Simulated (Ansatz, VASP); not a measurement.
## Two plane-wave programs on KI

INCAR

```
ALGO = Normal
EDIFF = 1E-6
ENCUT = 520
GGA = PE
ISIF = 2
ISMEAR = -1
LASPH = True
LCHARG = False
LREAL = False
LWAVE = False
NBANDS = 15
NELM = 60
PREC = Accurate
SIGMA = 0.02
```

The input KPOINTS:

```
k-points
0
Gamma
  6 6 6
```

The input POSCAR:

```
KI
1.0
    0.0000000000      3.5445661365      3.6122673497
    3.5445661365      0.0000000000      3.6122673497
    3.5445661365      3.5445661365      0.0000000000
K I
1 1
Direct
    0.0000000000      0.0000000000      0.0000000000
    0.5000000000      0.5000000000      0.5000000000
```

Input for Ansatz:

```yaml
crystal:
  lattice:
    - [0.0, 3.5445661365, 3.6122673497]
    - [3.5445661365, 0.0, 3.6122673497]
    - [3.5445661365, 3.5445661365, 0.0]
  atoms:
    - { symbol: K, position: [0.0, 0.0, 0.0] }
    - { symbol: I, position: [0.5, 0.5, 0.5] }
kpoints:
  mp_grid: { grid: [6, 6, 6] }
  band_path:
    path:
      - [0.0, 0.0, 0.0]
      - [0.5, 0.0, 0.5]
      - [0.625, 0.25, 0.625]
      - [0.375, 0.375, 0.75]
      - [0.5, 0.5, 0.5]
      - [0.5, 0.25, 0.75]
    npoints: 1
hamiltonian:
  xc: pbe
scf:
  occupations: { method: fermi_dirac, width: 0.02 }
  n_extra_bands: 4
output:
  forces: true
  stress: true
  eigenvalues: true
```

Change from the starting cell: uniaxial_z strain +1.9%.

Alike in both runs: task single point; functional PBE; k mesh 6 × 6 × 6; occupations fermi-dirac, width 0.02 eV; no spin polarisation.

|  | VASP | Ansatz |
| --- | --- | --- |
| version | VASP 6.6.1 | Ansatz 0.2.0 |
| potentials or method | VASP PAW PBE potentials, release 64 (K_sv, I) | plane waves, PAW |
| plane-wave cutoff (eV) | 520 | 420 |
| valence electrons in the cell | 16 | 26 |

VASP gave:

```
gap on the k mesh at the Fermi level (eV)       : 3.90
pressure (GPa)                                  : 0.3
largest component of the traceless stress (GPa) : 0.28
```

Question: What did Ansatz give for the same quantities?

Answer: gap on the k mesh at the Fermi level (eV): 3.90; pressure (GPa): 0.2; largest component of the traceless stress (GPa): 0.28.

The functional is the same, so the differences come from potentials, cutoffs and numerics. The two sets of potentials don't hold the same shells in valence.

Caveats: spin-orbit coupling is left out, which moves the levels of the heavy elements.
